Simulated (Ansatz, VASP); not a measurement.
**MgS: VASP beside Ansatz**

File POSCAR:

```
MgS
1.0
    0.0000000000      2.8483745724      2.8483745724
    2.8483745724      0.0000000000      2.8483745724
    2.8483745724      2.8483745724      0.0000000000
Mg S
1 1
Direct
    0.0000000000      0.0000000000      0.0000000000
    0.2500000000      0.2500000000      0.2500000000
```

File INCAR.step1:

```
PREC = Accurate ; ENCUT = 520
ISMEAR = -1 ; SIGMA = 0.05
LREAL = F ; LASPH = T
NELM = 100 ; NBANDS = 11
GGA = PE ; ALGO = Normal
EDIFF = 1E-4 ; LWAVE = T
LCHARG = F
```

INCAR.step2

```
PREC = Accurate ; ENCUT = 520
EDIFF = 1E-8 ; ISMEAR = -1
SIGMA = 0.05 ; LREAL = F
LASPH = T ; NELM = 100
ALGO = Normal ; ISIF = 2
LWAVE = F ; LCHARG = F
METAGGA = R2SCAN ; LMIXTAU = T
LEFG = T ; NBANDS = 11
ISTART = 1
```

The input KPOINTS:

```
regular mesh
0
Gamma
  13 13 13
```

Input for Ansatz:

```yaml
crystal:
  lattice:
    - [0.0, 2.8483745724, 2.8483745724]
    - [2.8483745724, 0.0, 2.8483745724]
    - [2.8483745724, 2.8483745724, 0.0]
  atoms:
    - { symbol: Mg, position: [0.0, 0.0, 0.0] }
    - { symbol: S, position: [0.25, 0.25, 0.25] }
kpoints:
  mp_grid: { grid: [13, 13, 13] }
  band_path:
    path:
      - [0.0, 0.0, 0.0]
      - [-0.5, -0.5, 0.0]
      - [-0.375, -0.375, 0.25]
      - [-0.375, 0.0, 0.375]
      - [0.0, 0.0, 0.0]
      - [0.0, 0.0, 0.5]
      - [-0.5, -0.25, 0.25]
      - [-0.5, -0.5, 0.0]
    npoints: 5
scf:
  occupations: { method: fermi_dirac, width: 0.05 }
hamiltonian:
  xc: r2scan
  pseudopotentials: { kind: paw }
output:
  forces: true
  stress: true
  eigenvalues: true
  efg: { contact_densities: true }
```

Alike in both runs: task electric field gradients; functional r2SCAN; k mesh 13 × 13 × 13; occupations fermi-dirac, width 0.05 eV; no spin polarisation.

```csv
,VASP,Ansatz
version,VASP 6.6.1,Ansatz 0.2.0
potentials or method,"VASP PAW PBE potentials, release 64 (Mg, S)","PAW with Ansatz's default frozen-core files, scalar-relativistic"
plane-wave cutoff (eV),520,500
valence electrons in the cell,8,16
```

```tsv
	VASP	Ansatz	Ansatz less VASP
gap on the k mesh at the Fermi level (eV)	4.03	4.04	+0.013
pressure (GPa)	-1.3	-1.1	+0.28
Vzz of the field gradient on the site that differs most (V/Å²)	0.0	0.0	0.00
```

The two sets of potentials don't hold the same shells in valence.

Caveats: the PAW data sets were made with another functional, which shifts forces and pressure a little (VASP); an odd mesh through Γ misses points on the zone boundary, where band edges often lie. r2SCAN opens gaps a little over a GGA but as a rule still falls short of measured ones.
